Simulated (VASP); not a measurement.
VASP ran on this input.

### INCAR
```
SYSTEM = LiI
PREC = Accurate; ENCUT = 520; LREAL = F
LASPH = T
EDIFF = 1E-7; NELM = 100; ALGO = Normal
LMAXMIX = 4; LMIXTAU = T
ISMEAR = 0; SIGMA = 0.05
METAGGA = R2SCAN
ISIF = 2
LWAVE = F; LCHARG = F
```

**POSCAR**
```
LiI
1
    0.0000000000     2.9673356239     2.9673356239
    2.9673356239     0.0000000000     2.9673356239
    2.9673356239     2.9673356239     0.0000000000
Li I
1 1
Direct
  1.0000000000   0.0000000000   0.0000000000
  0.5000000000   0.5000000000   0.5000000000
```

### KPOINTS
```
Automatic mesh
0
G
 8 8 8
```

POTCAR, in this order: Li_sv I (PBE.64 set). Program: vasp_std.

### Question
Write an equivalent input for Ansatz.

### Answer
One equivalent input (not run):
Ansatz 0.2 input:
```yaml
crystal:
  lattice:
    - [0.0000000, 2.9673356, 2.9673356]
    - [2.9673356, 0.0000000, 2.9673356]
    - [2.9673356, 2.9673356, 0.0000000]
  atoms:
    - { symbol: Li, position: [1.0000000, 0.0000000, 0.0000000] }
    - { symbol: I, position: [0.5000000, 0.5000000, 0.5000000] }
kpoints:
  mp_grid: { grid: [8, 8, 8] }
hamiltonian:
  xc: r2scan
  pseudopotentials: { kind: paw }
scf:
  occupations: { method: gaussian, width: 0.05 }
  max_iter: 100
output: { forces: true, stress: true, eigenvalues: true }
```
The two are equivalent in intent, not identical: each code has its own PAW files, so the cut-off isn't converted (ENCUT is set for VASP's; basis.ecutwfc is left out, and Ansatz then takes the one that its files recommend); Ansatz stops its SCF on the density residual and VASP on the energy change (EDIFF).

The compound is LiI in the rock salt structure. This cell is one point of a volume scan, at 0.97 of the reference volume.
